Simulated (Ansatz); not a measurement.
Runs of Ansatz 0.2.0 on ZnS (Wurtzite-2H). The structure is hexagonal, space group P6_3mc (No. 186). The conventional cell has a = 3.811 Å, b = 3.811 Å, c = 6.234 Å, α = 90.00°, β = 90.00°, γ = 120.00°. Zn (site symmetry 3m) is surrounded by 4 S at 2.31 to 2.40 Å. S (site symmetry 3m) is surrounded by 4 Zn at 2.31 to 2.40 Å. 

```tsv
share of exact exchange	gap on the mesh (eV)	pressure (GPa)	largest force (eV/Å)
0.1	2.73	2.2	0.33
0.4	4.27	1.5	0.34
0.25	3.49	(a)	0.34
0.05	(d)	2.4	0.33
0.2	3.23	(c)	0.34
0.15	2.98	2.1	0.33
0.5	4.79	1.3	0.34
0.3	(b)	1.7	0.34
```

Alike in all rows: task single point; level HSE06 form with a typed share of exact exchange; potentials or basis Ansatz PAW; no spin polarisation; cell as given; k mesh 4 × 4 × 3; cutoff (eV) 420; smearing fermi-dirac 0.05 eV; the mesh is coarse, so values aren't converged.

Question: Fill in the values left out.

Answer: (a) 1.8; (b) 3.74; (c) 1.9; (d) 2.49.

Caveats: all runs use coarse meshes; odd divisions of the mesh miss points on the zone boundary, where band edges often lie, so the gap on the mesh can be too wide; the PAW data sets come from PBE, with cores solved anew for the run's functional, which leaves a small shift of forces and pressure; the thresholds are loose for stress.

